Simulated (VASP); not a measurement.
# GaSb (Immm) in VASP: notebook

The runs below take GaSb through single point, with PBE.

All numbers are computed with VASP 6.6.1; they aren't measurements. Logs are shortened: lines on timing, memory, paths and dates and some standing lists are left out, and cuts for length are marked.

### 1 The structure

Symmetry: Immm, No. 71, orthorhombic system. The conventional cell has a = 3.112 Å, b = 5.350 Å, c = 5.787 Å, α = 90.00°, β = 90.00°, γ = 90.00°. Sb (site symmetry mmm) is surrounded by 6 Ga at 2.89 to 3.09 Å and 2 Sb at 3.11 Å. Ga (site symmetry mmm) has 6 Sb at 2.89 to 3.09 Å and 2 Ga at 3.11 Å as nearest neighbours.

Measurements of this composition are mostly on another form, of space group No. 216.

### 2 Single point, PBE, spin-orbit coupling, no magnetisation

The input, INCAR:

```
SYSTEM = GaSb
ALGO = Normal ; EDIFF = 1E-7
ENCUT = 600 ; GGA = PE
GGA_COMPAT = .False. ; ISIF = 2
ISMEAR = 0 ; LASPH = .True.
LCHARG = .False. ; LNONCOLLINEAR = .True.
LORBIT = 11 ; LREAL = .False.
LSORBIT = .True. ; LWAVE = .False.
MAGMOM = 0 0 0 0 0 0 ; NBANDS = 34
NELM = 100 ; PREC = Accurate
SIGMA = 0.02
```

The input, KPOINTS:

```
k-points
0
Gamma
  6 6 6
  0 0 0
```

The input, POSCAR:

```
GaSb
1.0
   -1.5559010000      2.6750030000      2.8933130000
    1.5559010000     -2.6750030000      2.8933130000
    1.5559010000      2.6750030000     -2.8933130000
Sb Ga
1 1
Direct
    0.5000000000      0.5000000000      0.0000000000
    0.0000000000      0.0000000000      0.0000000000
```

Potentials or basis: VASP PAW PBE potentials, release 64 (Sb, Ga_d).

On the command line:

```
$ cat potpaw_PBE.64/Sb/POTCAR potpaw_PBE.64/Ga_d/POTCAR > POTCAR
$ mpirun -np 1 vasp_ncl > vasp.out
```

OUTCAR:

```text
SYSTEM = GaSb
   EDIFF = 1E-7
   ENCUT = 600
   GGA = PE
   ISIF = 2
   ISMEAR = 0
   LASPH = .True.
   LNONCOLLINEAR = .True.
   LORBIT = 11
   LREAL = .False.
   LSORBIT = .True.
   NELM = 100
   PREC = Accurate

 Found     46 irreducible k-points:

 Following reciprocal coordinates:
            Coordinates               Weight
  0.000000  0.000000  0.000000      1.000000
  0.166667  0.000000 -0.000000      4.000000
  0.333333  0.000000 -0.000000      4.000000
  0.500000  0.000000 -0.000000      2.000000
  0.000000  0.166667  0.000000      4.000000
  0.166667  0.166667 -0.000000      8.000000
   k-points           NKPTS =     46   k-points in BZ     NKDIM =     46   number of bands    NBANDS=     34
   number of dos      NEDOS =    301   number of ions     NIONS =      2
   total plane-waves  NPLWV =  46656
   dimension x,y,z NGX =    36 NGY =   36 NGZ =   36
   dimension x,y,z NGXF=    72 NGYF=   72 NGZF=   72
   ions per type =               1   1
   NGX,Y,Z   is equivalent  to a cutoff of  14.13, 14.13, 14.13 a.u.
   NGXF,Y,Z  is equivalent  to a cutoff of  28.25, 28.25, 28.25 a.u.
 SYSTEM =  GaSb
   PREC   = accura    normal or accurate (medium, high low for compatibility)
   ISTART =      0    job   : 0-new  1-cont  2-samecut
   ICHARG =      2    charge: 1-file 2-atom 10-const
   ISPIN  =      1    spin polarized calculation?
   LNONCOLLINEAR =      T non collinear calculations
   LSORBIT =      T    spin-orbit coupling
   LASPH  =      T    aspherical Exc in radial PAW
   ENCUT  =  600.0 eV  44.10 Ry    6.64 a.u.   8.46  8.46  8.46*2*pi/ulx,y,z
   NELM   =    100;   NELMIN=  2; NELMDL= -5     # of ELM steps
   EDIFF  = 0.1E-06   stopping-criterion for ELM
   LREAL  =      F    real-space projection
   EDIFFG = 0.1E-05   stopping-criterion for IOM
   NSW    =      0    number of steps for IOM
   IBRION =     -1    ionic relax: 0-MD 1-quasi-New 2-CG
   NFREE  =      0    steps in history (QN), initial steepest desc. (CG)
   ISIF   =      2    stress and relaxation
   ISYM   =      2    0-nonsym 1-usesym 2-fastsym
   POTIM  = 0.5000    time-step for ionic-motion
   TEBEG  =    0.0;   TEEND  =   0.0 temperature during run
   PSTRESS=    0.0 pullay stress
   NELECT =      18.0000    total number of electrons
   NUPDOWN=      -1.0000    fix difference up-down
   EMIN   =  10.00;   EMAX   =-10.00  energy-range for DOS
   EFERMI =   0.00;   METHOD = LEGACY
   ISMEAR =     0;   SIGMA  =   0.02  broadening in eV -4-tet -1-fermi 0-gaus
   EFERMI_NEDOS =   21; number of points for ismear=-14 and -15
   IALGO  =     38    algorithm
   IMIX   =      4    mixing-type and parameters
     AMIX     =   0.40;   BMIX     =  1.00
     AMIX_MAG =   1.60;   BMIX_MAG =  1.00
  volume/ion in A,a.u.               =      24.08       162.53
  Fermi-wavevector in a.u.,A,eV,Ry     =   1.179176  2.228319 18.918287  1.390455
  Thomas-Fermi vector in A             =   2.315491
   LORBIT       =     11    0 simple, 1 ext, 2 COOP (PROOUT), +10 PAW based schemes
   GGA     = PE    functional components
   LHFCALC =     F    Hartree Fock is set to
   AEXX    =    0.0000 exact exchange contribution
   IVDW    =     0    specifies the selected vdW correction
   LEPSILON=     F    determine dielectric tensor
   LRPA    =     F    only Hartree local field effects (RPA)
 Gauss-broadening in eV      SIGMA  =   0.02
  energy-cutoff  :      600.00
  volume of cell :       48.17
 maximum number of plane-waves:      3254
 NGX is ok and might be reduce to    36
   NGX = 17   NGY = 17   NGZ = 17

 number of electron      18.0000000 magnetization       0.0000000      0.0000000      0.0000000

 number of electron      17.9999996 magnetization       0.0000000      0.0000000     -0.0000000

 number of electron      17.9999996 magnetization      -0.0000000     -0.0000000      0.0000000

 Free energy of the ion-electron system (eV)
  ---------------------------------------------------
  ext. energy  EPLUGINS =         0.00000000
  ---------------------------------------------------
  free energy    TOTEN  =        -7.06419557 eV

  energy without entropy =       -7.06381632  energy(sigma->0) =       -7.06400594

 E-fermi :   6.8058     XC(G=0): -10.2470

 val. band max:        6.7968682861   @ k =   0.5000   0.3333  -0.0000
 cond. band min:       6.8325359718   @ k =   0.5000   0.5000   0.3333
 fundamental gap:      0.0356676857
 Fermi energy:         6.8057865912

 k-point     1 :       0.0000    0.0000    0.0000
  band No.  band energies     occupation
      1      -8.5328      1.00000
      2      -8.5328      1.00000
      3      -8.4985      1.00000
      4      -8.4985      1.00000
      5      -8.0834      1.00000
      6      -8.0834      1.00000
[... 22 lines left out ...]
     29      15.6596      0.00000
     30      15.6596      0.00000

 k-point     2 :       0.1667    0.0000   -0.0000
  band No.  band energies     occupation
      1      -8.5320      1.00000
      2      -8.5320      1.00000
      3      -8.4991      1.00000
      4      -8.4991      1.00000
      5      -8.0825      1.00000
      6      -8.0825      1.00000
[... 22 lines left out ...]
     29      16.1357      0.00000
     30      16.1357      0.00000

 k-point     3 :       0.3333    0.0000   -0.0000
  band No.  band energies     occupation
      1      -8.5306      1.00000
      2      -8.5306      1.00000
      3      -8.5006      1.00000
      4      -8.5006      1.00000
      5      -8.0811      1.00000
      6      -8.0811      1.00000
[... 22 lines left out ...]
     29      15.6419      0.00000
     30      15.6419      0.00000

 k-point     4 :       0.5000    0.0000   -0.0000
  band No.  band energies     occupation
      1      -8.5300      1.00000
      2      -8.5300      1.00000
      3      -8.5014      1.00000
      4      -8.5014      1.00000
      5      -8.0805      1.00000
      6      -8.0805      1.00000
[... 22 lines left out ...]
     29      16.2687      0.00000
     30      16.2687      0.00000

 k-point     5 :       0.0000    0.1667    0.0000
  band No.  band energies     occupation
      1      -8.5237      1.00000
      2      -8.5237      1.00000
      3      -8.4983      1.00000
      4      -8.4983      1.00000
      5      -8.0748      1.00000
      6      -8.0748      1.00000
[... 22 lines left out ...]
     29      14.7108      0.00000
     30      14.7108      0.00000

 k-point     6 :       0.1667    0.1667   -0.0000
  band No.  band energies     occupation
      1      -8.5231      1.00000
      2      -8.5231      1.00000
      3      -8.4993      1.00000
      4      -8.4993      1.00000
      5      -8.0742      1.00000
      6      -8.0742      1.00000
[... 22 lines left out ...]
     29      16.1890      0.00000
     30      16.1890      0.00000

 [... further k-points ...]

 [bands above 30 left out]

------------------------ aborting loop because EDIFF is reached ----------------------------------------

  FORCE on cell =-STRESS in cart. coord.  units (eV):
  Direction    XX          YY          ZZ          XY          YZ          ZX
  --------------------------------------------------------------------------------------
  -------------------------------------------------------------------------------------
  Total       -0.4070203     -0.1877890      0.7587054     -0.0000000      0.0000000      0.0000000
  in kB      -13.5383261     -6.2462477     25.2360940     -0.0000000      0.0000000      0.0000000
  external PRESSURE =       1.8171734 kB  Pullay stress =       0.0000000 kB

 VOLUME and BASIS-vectors are now :
 -----------------------------------------------------------------------------
  energy-cutoff  :      600.00
  volume of cell :       48.17
      direct lattice vectors                 reciprocal lattice vectors
    -1.555901000  2.675003000  2.893313000     0.000000000  0.186915678  0.172812274
     1.555901000 -2.675003000  2.893313000     0.321357207  0.000000000  0.172812274
     1.555901000  2.675003000 -2.893313000     0.321357207  0.186915678  0.000000000

 POSITION                                       TOTAL-FORCE (eV/Angst)
 -----------------------------------------------------------------------------------
      0.00000      0.00000      2.89331         0.000000     -0.000000      0.000000
      0.00000      0.00000      0.00000         0.000000      0.000000     -0.000000
 -----------------------------------------------------------------------------------
    total drift:                                0.000000      0.000000     -0.000000

  FREE ENERGIE OF THE ION-ELECTRON SYSTEM (eV)
  ---------------------------------------------------
  free  energy   TOTEN  =        -7.0641955667 eV

  energy  without entropy=       -7.0638163226  energy(sigma->0) =       -7.06400594

 Spin-Orbit-Coupling matrix elements

 Ion:    1  E_soc:     -0.1358477
 l=   1
     0.0000000    -0.0243049    -0.0207858
    -0.0243049     0.0000000    -0.0224310
    -0.0207858    -0.0224310     0.0000000
 l=   2
     0.0000000    -0.0000229     0.0000000    -0.0000162    -0.0001343
    -0.0000229     0.0000000    -0.0000842    -0.0000169    -0.0000237
     0.0000000    -0.0000842     0.0000000    -0.0000852     0.0000000
    -0.0000162    -0.0000169    -0.0000852     0.0000000    -0.0000186
    -0.0001343    -0.0000237     0.0000000    -0.0000186     0.0000000
 l=   3
     0.0000000     0.0000000     0.0000000     0.0000000     0.0000000     0.0000000     0.0000000
     0.0000000     0.0000000     0.0000000     0.0000000     0.0000000     0.0000000     0.0000000
     0.0000000     0.0000000     0.0000000     0.0000000     0.0000000     0.0000000     0.0000000
     0.0000000     0.0000000     0.0000000     0.0000000     0.0000000     0.0000000     0.0000000
     0.0000000     0.0000000     0.0000000     0.0000000     0.0000000     0.0000000     0.0000000
     0.0000000     0.0000000     0.0000000     0.0000000     0.0000000     0.0000000     0.0000000
     0.0000000     0.0000000     0.0000000     0.0000000     0.0000000     0.0000000     0.0000000

 Ion:    2  E_soc:     -0.0107170
 l=   1
     0.0000000    -0.0010046    -0.0010415
    -0.0010046     0.0000000    -0.0009086
    -0.0010415    -0.0009086     0.0000000
 l=   2
     0.0000000    -0.0001593     0.0000000    -0.0001612    -0.0006608
    -0.0001593     0.0000000    -0.0004544    -0.0001686    -0.0001614
     0.0000000    -0.0004544     0.0000000    -0.0004689     0.0000000
    -0.0001612    -0.0001686    -0.0004689     0.0000000    -0.0001694
    -0.0006608    -0.0001614     0.0000000    -0.0001694     0.0000000
 l=   3
     0.0000000     0.0000000     0.0000000     0.0000000     0.0000000     0.0000000     0.0000000
     0.0000000     0.0000000     0.0000000     0.0000000     0.0000000     0.0000000     0.0000000
     0.0000000     0.0000000     0.0000000     0.0000000     0.0000000     0.0000000     0.0000000
     0.0000000     0.0000000     0.0000000     0.0000000     0.0000000     0.0000000     0.0000000
     0.0000000     0.0000000     0.0000000     0.0000000     0.0000000     0.0000000     0.0000000
     0.0000000     0.0000000     0.0000000     0.0000000     0.0000000     0.0000000     0.0000000
     0.0000000     0.0000000     0.0000000     0.0000000     0.0000000     0.0000000     0.0000000

 total charge

# of ion       s       p       d       tot
------------------------------------------
    1        1.199   1.157   0.035   2.391
    2        1.023   0.516   9.953  11.492
--------------------------------------------------
tot          2.222   1.673   9.988  13.883

 magnetization (x)

# of ion       s       p       d       tot
------------------------------------------
    1        0.000   0.000   0.000   0.000
    2        0.000   0.000  -0.000  -0.000
--------------------------------------------------
tot          0.000   0.000  -0.000  -0.000

 magnetization (y)

# of ion       s       p       d       tot
------------------------------------------
    1       -0.000   0.000  -0.000  -0.000
    2        0.000  -0.000  -0.000  -0.000
--------------------------------------------------
tot         -0.000  -0.000  -0.000  -0.000

 magnetization (z)

# of ion       s       p       d       tot
------------------------------------------
    1        0.000   0.000  -0.000   0.000
    2       -0.000   0.000  -0.000  -0.000
--------------------------------------------------
tot         -0.000   0.000  -0.000  -0.000
```

It took 4.6 min on 1 thread of Intel Xeon Platinum 8259CL at 2.50GHz (Skylake/Cascade Lake), shared host; peak memory 0.46 GiB.

These settings aren't checked as converged: the numbers below hold their error.

What came out:

```
Free energy                                           : -7.0642 eV
Pressure                                              : 0.2 GPa
Valence electrons inside the program's atomic spheres : Sb 2.39; Ga 11.49
```

Caveat: the k mesh is coarse (spacing up to 0.39 Å⁻¹), so the values aren't converged.

### 3 Single point, PBE, spin-orbit coupling, no magnetisation

Edit INCAR of step 2 so:

```diff
@@ -2,3 +2,3 @@
 ALGO = Normal ; EDIFF = 1E-7
-ENCUT = 600 ; GGA = PE
+ENCUT = 500 ; GGA = PE
 GGA_COMPAT = .False. ; ISIF = 2
```

The input, KPOINTS:

```
k-points
0
Gamma
  7 7 7
  0 0 0
```

POSCAR is that of step 2.

Potentials or basis: VASP PAW PBE potentials, release 64 (Sb, Ga_d).

On the command line:

```
$ cat potpaw_PBE.64/Sb/POTCAR potpaw_PBE.64/Ga_d/POTCAR > POTCAR
$ mpirun -np 1 vasp_ncl > vasp.out
```

It took 3.7 min on 1 thread of Intel Xeon Platinum 8259CL at 2.50GHz (Skylake/Cascade Lake), shared host; peak memory 0.39 GiB.

The run converged, but some of its settings lie outside the range that counts as converged, so its numbers aren't taken as properties of the crystal.

What came out:

- Free energy: -7.1060 eV
- Pressure: -0.1 GPa
- Valence electrons inside the program's atomic spheres: Sb 2.39; Ga 11.48
